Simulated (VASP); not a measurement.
Set up this calculation in VASP 6.6.1, as the native input.

```yaml
Task: band structure
Functional: LDA
Potentials_or_basis: VASP PAW LDA potentials, release 64 (Ni)
Cutoff: 520 eV
k_mesh: 20 × 20 × 20
Occupations: gaussian, width 0.1 eV
Spin: collinear spin, ferromagnetic start
Starting_moments: "[0.8] μB"
Further_INCAR_settings: ALGO = Fast; EDIFF = 1e-07
```

The structure of Ni lies in POSCAR:

```
Ni                                      
1.0
    0.0000000000      1.7117146087      1.7117146087
    1.7117146087      0.0000000000      1.7117146087
    1.7117146087      1.7117146087      0.0000000000
  Ni            
     1
Direct
     0.0000000000000000    0.0000000000000000    0.0000000000000000
```

These files were run (other wordings do the same):

INCAR

```
SYSTEM = Ni
  ALGO = Fast
  EDIFF = 1E-7
  ENCUT = 520
  ISIF = 2
  ISMEAR = 0
  ISPIN = 2
  LASPH = .True.
  LCHARG = .False.
  LMAXMIX = 4
  LORBIT = 11
  LREAL = .False.
  LWAVE = .False.
  MAGMOM = 0.8
  NELM = 120
  PREC = Accurate
  SIGMA = 0.1
```

KPOINTS

```
k-points
0
Gamma
  20 20 20
  0 0 0
```

KPOINTS_OPT

```
path GXWKGLUWLK,UX
15
line-mode
reciprocal
 0.0000000000  0.0000000000  0.0000000000  G
 0.5000000000  0.0000000000  0.5000000000  X

 0.5000000000  0.0000000000  0.5000000000  X
 0.5000000000  0.2500000000  0.7500000000  W

 0.5000000000  0.2500000000  0.7500000000  W
 0.3750000000  0.3750000000  0.7500000000  K

 0.3750000000  0.3750000000  0.7500000000  K
 0.0000000000  0.0000000000  0.0000000000  G

 0.0000000000  0.0000000000  0.0000000000  G
 0.5000000000  0.5000000000  0.5000000000  L

 0.5000000000  0.5000000000  0.5000000000  L
 0.6250000000  0.2500000000  0.6250000000  U

 0.6250000000  0.2500000000  0.6250000000  U
 0.5000000000  0.2500000000  0.7500000000  W

 0.5000000000  0.2500000000  0.7500000000  W
 0.5000000000  0.5000000000  0.5000000000  L

 0.5000000000  0.5000000000  0.5000000000  L
 0.3750000000  0.3750000000  0.7500000000  K

 0.6250000000  0.2500000000  0.6250000000  U
 0.5000000000  0.0000000000  0.5000000000  X
```

Potentials or basis: VASP PAW LDA potentials, release 64 (Ni).

The run is started by

```sh
$ cat potpaw_LDA.64/Ni/POTCAR > POTCAR
$ mpirun -np 1 vasp_std > vasp.out
```

Results of the run:

```json
{
 "Pressure": "0.0 GPa",
 "Band gap along the path": "none (metal or under the smearing width)",
 "Net moment": "0.60 μB per cell",
 "Site moments": "Ni +0.60 μB",
 "Valence electrons inside the program's atomic spheres": "Ni 9.48"
}
```

It took 36 s on 1 thread of Intel(R) Xeon(R) Platinum 8488C (Sapphire Rapids), on a shared host, peak memory 0.17 GiB.
